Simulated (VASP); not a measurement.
Set up this calculation in VASP 6.6.1, as the native input.

- Task: relaxation of cell and atoms
- Functional: PBE
- Potentials or basis: VASP PAW PBE potentials, release 64 (Gd_3, Sc_sv, O), 4f in core
- Cutoff: 600 eV
- k mesh: 4 × 3 × 4
- Occupations: gaussian, width 0.05 eV
- Spin: no spin polarisation
- Further INCAR settings: ALGO = Fast; EDIFF = 1e-07; IBRION = 2; EDIFFG = -0.02; NSW = 40; ISIF = 3

The structure of GdScO3 lies in POSCAR:

```
GdScO3
1.0
    5.7420000000      0.0000000000      0.0000000000
    0.0000000000      7.9260000000      0.0000000000
    0.0000000000      0.0000000000      5.4820000000
Gd Sc O
4 4 12
Direct
    0.4405800000      0.7500000000      0.4839200000
    0.0594200000      0.2500000000      0.9839200000
    0.9405800000      0.7500000000      0.0160800000
    0.5594200000      0.2500000000      0.5160800000
    0.0000000000      0.0000000000      0.5000000000
    0.5000000000      0.0000000000      0.0000000000
    0.5000000000      0.5000000000      0.0000000000
    0.0000000000      0.5000000000      0.5000000000
    0.4494000000      0.2500000000      0.1201000000
    0.0506000000      0.7500000000      0.6201000000
    0.9494000000      0.2500000000      0.3799000000
    0.5506000000      0.7500000000      0.8799000000
    0.1956000000      0.5623000000      0.1927000000
    0.3044000000      0.4377000000      0.6927000000
    0.6956000000      0.9377000000      0.3073000000
    0.8044000000      0.0623000000      0.8073000000
    0.8044000000      0.4377000000      0.8073000000
    0.6956000000      0.5623000000      0.3073000000
    0.3044000000      0.0623000000      0.6927000000
    0.1956000000      0.9377000000      0.1927000000
```

The input as run:

INCAR

```
SYSTEM = GdScO3
PREC = Accurate
ENCUT = 600
EDIFF = 1E-7
ISMEAR = 0
SIGMA = 0.05
LREAL = .False.
LASPH = .True.
NELM = 120
ALGO = Fast
ISIF = 3
LWAVE = .False.
LCHARG = .False.
GGA = PE
IBRION = 2
NSW = 40
EDIFFG = -0.02
```

KPOINTS

```
Automatic mesh
0
Gamma
  4 3 4
  0 0 0
```

Potentials or basis: VASP PAW PBE potentials, release 64 (Gd_3, Sc_sv, O), 4f in core.

Command:

```console
$ cat potpaw_PBE.64/Gd_3/POTCAR potpaw_PBE.64/Sc_sv/POTCAR potpaw_PBE.64/O/POTCAR > POTCAR
$ mpirun -np 1 vasp_std > vasp.out
```

It gave:

```yaml
Relaxed_volume: 12.68 Å³/atom
Relaxed_cell: a = 5.776 Å, b = 7.997 Å, c = 5.490 Å, α = 90.00°, β = 90.00°, γ = 90.00°
Space_group_after_relaxing_to_0.05_Å: Pnma (No. 62)
Energy_gained_by_relaxing: 3.7 meV/atom
Ionic_steps: 9
Pressure_after_relaxing: 0.2 GPa
Largest_force_after_relaxing: 0.020 eV/Å
Band_gap_on_the_k_mesh: 4.42 eV, direct
```

Caveat: spin-orbit coupling is left out, which moves the levels of the heavy elements; an odd mesh through Γ misses points on the zone boundary, where band edges often lie; the 4f electrons are frozen in the core as for a trivalent ion, so they carry no moment and show no levels.

It took 90 min on 1 thread of Intel(R) Xeon(R) Platinum 8488C (Sapphire Rapids) (shared host), peak memory 0.67 GiB.
